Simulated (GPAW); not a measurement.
Input of a GPAW 26.7.0 run:

File run.py:

```python
from ase import Atoms
from ase.calculators.mixing import SumCalculator
from ase.filters import FrechetCellFilter
from ase.io import write
from ase.optimize import BFGS
from dftd3.ase import DFTD3
from gpaw import GPAW, PW

atoms = Atoms(['Sn', 'Sn'],
              cell=[[0.0, 3.2333428, 3.2333428],
                    [3.2333428, 0.0, 3.2333428],
                    [3.2333428, 3.2333428, 0.0]],
              scaled_positions=[[0.75, 0.75, 0.75],
                                [0.5, 0.5, 0.5]],
              pbc=True)

calc = GPAW(mode=PW(600),
            xc='RPBE',
            kpts={'size': (7, 7, 7), 'gamma': True},
            occupations={'name': 'fermi-dirac', 'width': 0.05},
            nbands=24,
            convergence={'density': 1e-05, 'forces': 0.0001},
            maxiter=150,
            txt='gpaw.txt')
atoms.calc = SumCalculator([calc, DFTD3(method='rpbe', damping='d3bj')])
opt = BFGS(FrechetCellFilter(atoms), trajectory='relax.traj', logfile='-')
done = opt.run(fmax=0.05, steps=40)
calc.write('gs.gpw')
write('result.traj', atoms)
print('Converged:', done)
print('Cell:', atoms.cell.cellpar().round(4))
print('Volume:', round(atoms.get_volume(), 4))
print(atoms.get_scaled_positions().round(5))
```

Potentials or basis: the program's PAW data sets (release 1.2.1) made for this functional, pw.

Launch:

```bash
$ OMP_NUM_THREADS=1 python run.py
```

Task: Predict the band gap on the k mesh.

Result: None (metal or under the smearing width).

Task: Predict the dispersion energy per atom.

Result: -1.636 eV.

Final structure:
```
Sn
1.0
     0.00000    3.16147    3.16147
     3.16147    0.00000    3.16147
     3.16147    3.16147    0.00000
Sn
2
Direct
  0.75000 0.75000 0.75000
  0.50000 0.50000 0.50000
```

Caveat: later steps reuse the first step's grids.
